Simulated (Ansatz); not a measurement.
**K (hP4 type): how the settings move a single-point run**

Aim: see which settings change the result for K (hP4 type), by how much, and at what cost.

Computed with Ansatz 0.2.0 (reference: DFT, PBE, all-electron LAPW, scalar-relativistic, unless a step's input says otherwise).

### 1 The starting structure

It takes space group P6_3/mmc (No. 194, hexagonal). Conventional cell: a = 3.584 Å, b = 3.584 Å, c = 11.479 Å, α = 90.00°, β = 90.00°, γ = 120.00°. K (site symmetry -3m) is surrounded by 12 K at 3.54 to 3.58 Å. K (site symmetry -6m2) has 12 K at 3.54 to 3.58 Å as nearest neighbours.

Coordinates:

```xyz
4
Lattice="3.5844 0.0000 0.0000 -1.7922 3.1041 0.0000 0.0000 0.0000 11.4788" Properties=species:S:1:pos:R:3 pbc="T T T"
K     0.0000    0.0000    0.0000
K     0.0000    0.0000    5.7394
K     0.0000    2.0694    2.8697
K     1.7922    1.0347    8.6091
```

### 2 Baseline

input.yaml

```yaml
crystal:
  lattice:
    - [3.5843567659, 0.0, 0.0]
    - [-1.792178383, 3.1041440155, 0.0]
    - [0.0, 0.0, 11.4788007758]
  atoms:
    - { symbol: K, position: [0.0, 0.0, 0.0] }
    - { symbol: K, position: [0.0, 0.0, 0.5] }
    - { symbol: K, position: [0.3333333333, 0.6666666667, 0.25] }
    - { symbol: K, position: [0.6666666667, 0.3333333333, 0.75] }
kpoints:
  mp_grid: { grid: [6, 6, 4] }
  band_path:
    path:
      - [0.0, 0.0, 0.0]
      - [0.5, 0.0, 0.0]
      - [0.3333333333, 0.3333333333, 0.0]
      - [0.0, 0.0, 0.0]
      - [0.0, 0.0, 0.5]
      - [0.5, 0.0, 0.5]
      - [0.3333333333, 0.3333333333, 0.5]
      - [0.0, 0.0, 0.5]
      - [0.5, 0.0, 0.5]
    npoints: 8
scf:
  occupations: { method: fermi_dirac, width: 0.1 }
hamiltonian:
  xc: pbe
  pseudopotentials: { kind: all_electron, lapw: { basis_error: 0.001 } }
output:
  forces: true
  stress: true
  eigenvalues: true
  populations: true
  dos: { projected: true, de: 0.2, e_range: [-14, 8] }
```

Command:

```console
$ ansatz run input.yaml --threads 1 --pin off --max-ram 3072MiB --backend cpu --events-out ev --progress --plain --runs-dir out
```

### 3 Changing settings: mp_grid.grid [9, 9, 6]

input.yaml: that of step 2 with these lines changed.

```diff
@@ -11,3 +11,3 @@
 kpoints:
-  mp_grid: { grid: [6, 6, 4] }
+  mp_grid: { grid: [9, 9, 6] }
   band_path:
@@ -34,2 +34 @@
   populations: true
-  dos: { projected: true, de: 0.2, e_range: [-14, 8] }
```

**Question.** What will these runs give? Wanted: for each run, ending; energy change; pressure; gap; force.

**Answer**, as computed:

```
                      run     ending   energy change  pressure (GPa)  gap (eV)  force (eV/Å)  cycles  time
                reference  converged               0            13.5      0.00          0.00       7  16 s
1: mp_grid.grid [9, 9, 6]  converged  -15.5 meV/atom            13.4      0.00          0.00       7  22 s
```

Times don't compare one to one where runs were asked for different outputs or read a saved state (see the inputs); cycles may leave out searches for a lower state.

Residual by cycle in the longest SCF loop of each run; runs are numbered as in the table. The quantity is the density residual dr2, in eV.

```
cycle  reference    run 1
    1     0.0414   0.0429
    2     0.0203   0.0212
    3    0.00686  0.00721
    4     9.5e-4   9.8e-4
    5     1.2e-5   1.1e-5
    6     1.0e-6   9.9e-7
    7     5.6e-8   5.1e-8
```

**Reading.** Changing the k-point mesh moves the energy by -15.5 meV/atom. The energy is not variational in the mesh, so the sign tells nothing. The structure is not at rest: the sound run finds 14 GPa, so these are no properties of the relaxed crystal. 
